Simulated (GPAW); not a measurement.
Wanted: an ASE script for a GPAW 26.7.0 run.

```yaml
Task: single point
Functional: AM05
Potentials_or_basis: PAW data sets generated in the run's folder for this functional
Cutoff: 600 eV
Basis: pw
k_mesh: 8 × 8 × 8
Occupations: fermi-dirac, width 0.05 eV
Spin: no spin polarisation
Maxiter: 150
```

The system is InAs.

```xyz
2
Lattice="0.0000 2.8773 2.8773 2.8773 0.0000 2.8773 2.8773 2.8773 0.0000" Properties=species:S:1:pos:R:3 pbc="T T T"
In    2.8773    2.8773    2.8773
As    0.0000    0.0000    0.0000
```

Measurements of this composition are mostly on another form, of space group No. 216.

The input as run:

run.py

```python
from ase import Atoms
from ase.dft.bandgap import bandgap
from ase.io import write
from ase.units import GPa
from gpaw import GPAW, PW, setup_paths

setup_paths.insert(0, '.')

atoms = Atoms(['In', 'As'],
              cell=[[0.0, 2.877304, 2.877304],
                    [2.877304, 0.0, 2.877304],
                    [2.877304, 2.877304, 0.0]],
              scaled_positions=[[0.5, 0.5, 0.5],
                                [0.0, 0.0, 0.0]],
              pbc=True)

calc = GPAW(mode=PW(600),
            xc='AM05',
            kpts={'size': (8, 8, 8), 'gamma': True},
            occupations={'name': 'fermi-dirac', 'width': 0.05},
            nbands=18,
            convergence={'density': 1e-05, 'energy': 1e-05},
            maxiter=150,
            txt='gpaw.txt')
atoms.calc = calc
energy = atoms.get_potential_energy()
forces = atoms.get_forces()
stress = atoms.get_stress()
calc.write('gs.gpw')
write('result.traj', atoms)
print(f'Energy: {energy:.6f} eV')
print('Forces (eV/A):')
print(forces.round(4))
print('Stress (GPa):', (stress / GPa).round(3))
print('Fermi level:', round(calc.get_fermi_level(), 4), 'eV')
print(f'Gap: {bandgap(calc)[0]:.4f} eV, direct: {bandgap(calc, direct=True)[0]:.4f} eV')
```

Potentials or basis: PAW data sets generated in the run's folder for this functional, pw.

The run is started by

```console
$ gpaw-setup -f AM05 As In
$ OMP_NUM_THREADS=1 python run.py
```

Results of the run:

The pressure is -3.5 GPa and the band gap on the k mesh is none (metal or under the smearing width).

Wall time 20 s on 1 thread of Arm Neoverse V1, on a shared host, peak memory 0.16 GiB.
